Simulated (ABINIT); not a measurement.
Runs of ABINIT 10.8.3 (patched build) on SnO2 (Cassiterite). Symmetry: P4_2/mnm, No. 136, tetragonal system. Conventional cell: a = 4.738 Å, b = 4.738 Å, c = 3.187 Å, α = 90.00°, β = 90.00°, γ = 90.00°. Around Sn (site symmetry mmm) lie 6 O at 2.05 to 2.06 Å. O (site symmetry m2m) has 3 Sn at 2.05 to 2.06 Å as nearest neighbours. 

```csv
task,level,potentials or basis,k mesh,mesh quality,gap on the mesh (eV),pressure (GPa),largest force (eV/Å)
single point,PBEsol,JTH PAW PBE v2.0,4 × 4 × 5,not flagged,1.18,3.8,0.20
single point,LDA,JTH PAW LDA v2.0,5 × 5 × 6,not flagged,1.13,-1.6,0.14
single point,PBEsol,JTH PAW PBE v2.0,2 × 2 × 3,coarse,1.16,(b),(c)
single point,PBE,JTH PAW PBE v2.0,2 × 2 × 3,coarse,1.26,9.7,0.25
single point,PBE,JTH PAW PBE v2.0,6 × 6 × 8,not flagged,1.28,10.0,0.26
band structure,LDA,JTH PAW LDA v2.0,6 × 6 × 8,not flagged,1.13,-1.6,0.14
single point,PBE,JTH PAW PBE v2.0,4 × 4 × 5,not flagged,1.28,10.0,0.26
single point,PBEsol,JTH PAW PBE v2.0,5 × 5 × 6,not flagged,1.18,3.8,0.20
single point,LDA,JTH PAW LDA v2.0,4 × 4 × 5,not flagged,1.13,-1.6,0.14
single point,PBE,JTH PAW PBE v2.0,5 × 5 × 6,not flagged,1.28,10.0,0.26
single point,LDA,JTH PAW LDA v2.0,2 × 2 × 3,coarse,1.11,(a),0.13
```

Alike in all rows: no spin polarisation; cell as given; cutoff (eV) 626; smearing fermi-dirac 0.05 eV.

Estimate the missing entries.

(a) -2.0; (b) 3.4; (c) 0.19.

Caveats: some runs use coarse meshes; spin-orbit coupling is left out, which moves the levels of the heavy elements; an odd mesh through Γ misses points on the zone boundary, where band edges often lie (some runs); the PAW data sets were made with another functional, which shifts forces and pressure a little (some runs).

A k mesh can miss the band edges, and the runs leave out spin-orbit coupling on Sn.

Not every run made on this cell is shown here.
